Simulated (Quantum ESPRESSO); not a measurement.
**Yb under changes of volume**

One of the cells (41.281 Å³/atom); the others are scaled copies at fixed shape and fractional positions:

```
CELL_PARAMETERS angstrom
0.00000 2.74310 2.74310
2.74310 0.00000 2.74310
2.74310 2.74310 0.00000
ATOMIC_POSITIONS crystal
Yb 0.00000 0.00000 0.00000
```

```yaml
Program: Quantum ESPRESSO 7.5
Functional: LDA
Potentials_or_basis: JTH 2.0 LDA
Cutoff: 680 eV
Density_cutoff: 4082 eV
k_mesh: 3 × 3 × 3
Occupations: cold, width 0.05 eV
Spin: collinear spin, ferromagnetic start
Starting_moments: "[1.0] μB"
Fixed_moment: 0 μB
Hubbard_terms: Yb f U = 8 eV
```

```tsv
volume (Å³/atom)	energy over the lowest point (meV/atom)	pressure (GPa)
38.805	0.00	-1.5
39.630	3.22	-1.8
40.456	?	?
41.281	16.90	-2.3
42.107	26.28	-2.6
42.933	36.45	-2.8
43.758	47.62	-3.0
```

**Question.** What does the run at 40.456 Å³/atom give?

**Answer.** Energy over the lowest point 9.52 meV/atom; pressure -2.1 GPa.

Worked out: A Birch-Murnaghan fit of order 3 (a polynomial in V^(-2/3)) to the other rows has its minimum at 38.39 Å³/atom, just outside them, with B0 = V·E''(V) = 33 GPa (rough, since the energies scatter). It gives 9.09 meV/atom at 40.456 Å³/atom, against the run's 9.52, and -dE/dV = -1.3 GPa, against -2.1.

Energies are extrapolated to zero smearing.

Caveats: all runs use coarse meshes; the total moment is fixed, so each spin has its own Fermi level.
